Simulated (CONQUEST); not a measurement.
Crystal: H.

```
H
1.0
     3.38307    0.00000    0.00000
     0.00000    3.38307    0.00000
     0.00000    0.00000    4.11695
H
4
Direct
  0.00000 0.00000 0.09014
  0.50000 0.50000 0.59014
  0.00000 0.00000 0.90986
  0.50000 0.50000 0.40986
```

```yaml
Program: CONQUEST 1.3
Task: single point
Functional: PBE
Potentials_or_basis: PseudoDojo NC PBE, DZP, grid cutoff 120 Ha
k_mesh: 8 × 8 × 7
Occupations: fermi-dirac, width 0.05 eV
Spin: no spin polarisation
```

On this cell: pressure 1.9 GPa; largest force 0.989 eV/Å; band gap on the k mesh 9.15 eV.

The same run follows on a disturbed copy (atoms moved at random, drawn with an rms of 0.05 Å):

```xyz
4
Lattice="3.3831 0.0000 0.0000 0.0000 3.3831 0.0000 0.0000 0.0000 4.1169" Properties=species:S:1:pos:R:3 pbc="T T T"
H     0.0147    3.3665    0.3577
H     1.7062    1.6750    2.4162
H     0.0944    0.0250    3.7356
H     1.7860    1.7165    1.6771
```

**Question.** What does the disturbed cell give?

**Answer.** The energy moves by -1.0 meV/atom; pressure 1.8 GPa; largest force 0.898 eV/Å; band gap on the k mesh 8.89 eV.

Forces in eV/Å, atoms in the order of the input:
```
H   -0.095 -0.047  0.885
H   -0.095 -0.047  0.885
H    0.094  0.047 -0.892
H    0.094  0.047 -0.892
```

Stress tensor (GPa, compression positive):
```
 0.31  0.03 -0.33
 0.03  0.28 -0.18
-0.33 -0.18  4.79
```

Caveats: the box holds several primitive cells, so bands are folded and the points are those of the box's own zone; an odd mesh through Γ misses points on the zone boundary, where band edges often lie; the basis of atomic orbitals isn't converged, which shifts pressures, moduli and gaps.
